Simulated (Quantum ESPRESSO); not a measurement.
Crystal: PbS (Galena).

```
Pb S
1.0
     0.00000    2.96575    2.96575
     2.96575    0.00000    2.96575
     2.96575    2.96575    0.00000
Pb S
1 1
Direct
  0.00000 0.00000 0.00000
  0.50000 0.50000 0.50000
```

```yaml
Program: Quantum ESPRESSO 7.5
Task: phonons
Functional: PBE
Potentials_or_basis: PseudoDojo 0.4.1 SR PBE standard
Cutoff: 762 eV
Density_cutoff: 3048 eV
k_mesh: 4 × 4 × 4, shifted
Occupations: fermi-dirac, width 0.05 eV
Spin: no spin polarisation
Target_pressure: 5 GPa
Mixing_beta: 0.5
Most_SCF_iterations: 120
SCF_threshold: 4e-10 Ry
```

The cell and the atoms were relaxed first at 5 GPa, to 24.99 Å³/atom (a = 4.135 Å, b = 4.135 Å, c = 4.135 Å, α = 60.00°, β = 60.00°, γ = 60.00°), and the response was taken there.

The first run showed a gap, so the response started from a second, tighter run with fixed occupations.

**Question.** Which optical modes does the crystal have at the zone centre, and which show in infrared and Raman spectra?

**Answer.** The optical modes are T1u. Infrared active: T1u. None is Raman active.

Optical modes at Γ, degenerate ones joined, polar ones without the macroscopic field:
| cm⁻¹ | components | symmetry | active in | IR intensity, summed ((D/Å)²/amu) |
| --- | --- | --- | --- | --- |
| 111 | 3 | T1u | IR | 46.14 |

Caveat: the cell is more than 3 GPa from zero pressure, which shifts response properties.
